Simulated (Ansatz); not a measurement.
# C: the cost of one run

Computed with Ansatz 0.2.0 (DFT PBEsol+D3(BJ), scalar-relativistic, plane waves, PAW, unless a step's input says otherwise).

3 further runs of the same task are left out: 3 set aside as unsound or not needed. Runs told in other sessions of the task aren't counted.

### Step 1. Starting point

It takes space group R-3m (No. 166, trigonal). Conventional cell: a = 2.458 Å, b = 2.458 Å, c = 9.849 Å, α = 90.00°, β = 90.00°, γ = 120.00°. C (site symmetry 3m) has 3 C at 1.42 Å in its first shell of neighbours.

Coordinates:

```cif
data_structure
_symmetry_space_group_name_H-M 'P 1'
_symmetry_Int_Tables_number 1
_cell_length_a 3.5766
_cell_length_b 3.5766
_cell_length_c 3.5766
_cell_angle_alpha 40.197
_cell_angle_beta 40.197
_cell_angle_gamma 40.197
_cell_volume 17.18
loop_
_atom_site_label
_atom_site_type_symbol
_atom_site_fract_x
_atom_site_fract_y
_atom_site_fract_z
_atom_site_occupancy
C1 C 0.16658 0.16658 0.16658 1
C2 C 0.83342 0.83342 0.83342 1
```

This cell was relaxed beforehand with the same method: volume 8.59 Å³/atom, gap on the mesh 0.75 eV.

### Step 3. Setting up the map

Rigid slide and opening across a plane, one cut a cell; the plane is (0 1 2) of the conventional cell.

First coordinate, slide along a1 − a2 (4.340 Å): 6 values from 0.000 to 0.833, periodic. Second coordinate, opening across the cut: 5 values from −0.25 to 2.20 Å.

Nothing else is relaxed (rigid halves). Energies count from the perfect crystal. Points are written as (first, second).

(The set-up runs are not shown.)

### Step 4. Grid point (0.333, −0.25 Å)

Contents of input.yaml:

```yaml
crystal:
  lattice:
    - [0.0, 1.4191802056, -3.2829684911]
    - [-2.4580922212, 0.0, 0.0]
    - [2.0484101843, 9.4682548777, 2.0894462483]
  atoms:
    - { symbol: C, position: [0.2663026568, 0.3411596192, 0.889391543] }
    - { symbol: C, position: [0.7437716995, 0.6569860534, 0.068383264] }
    - { symbol: C, position: [0.8744044389, 0.3280294448, 0.2736353338] }
    - { symbol: C, position: [0.0050371782, 0.9990728363, 0.4788874035] }
    - { symbol: C, position: [0.1356699175, 0.6701162277, 0.6841394733] }
    - { symbol: C, position: [0.7868610398, 0.2140573381, 0.1368688057] }
    - { symbol: C, position: [-0.0825062209, 0.8851007295, 0.3421208755] }
    - { symbol: C, position: [0.0481265184, 0.556144121, 0.5473729452] }
    - { symbol: C, position: [0.1787592578, 1.2271875125, 0.752625015] }
    - { symbol: C, position: [0.3093919971, 0.8982309039, 0.9578770847] }
basis:
  ecutwfc: 520.0
kpoints:
  mp_grid: { grid: [8, 11, 3] }
hamiltonian:
  xc: pbesol
  pseudopotentials: { kind: paw, azcp: { folder: soft_1 } }
  dispersion: d3bj
scf:
  occupations: { method: gaussian, width: 0.05 }
output:
  forces: true
  stress: true
  eigenvalues: true
```

Started as:

```sh
> ansatz run input.yaml --threads 2 --pin off --max-ram 4096MiB --backend cpu --events-out ev --progress --plain --runs-dir out
```

What time and memory should one allow on 2 threads of Arm Neoverse N1, shared host?

About 32 s, with a peak of 0.57 GiB.
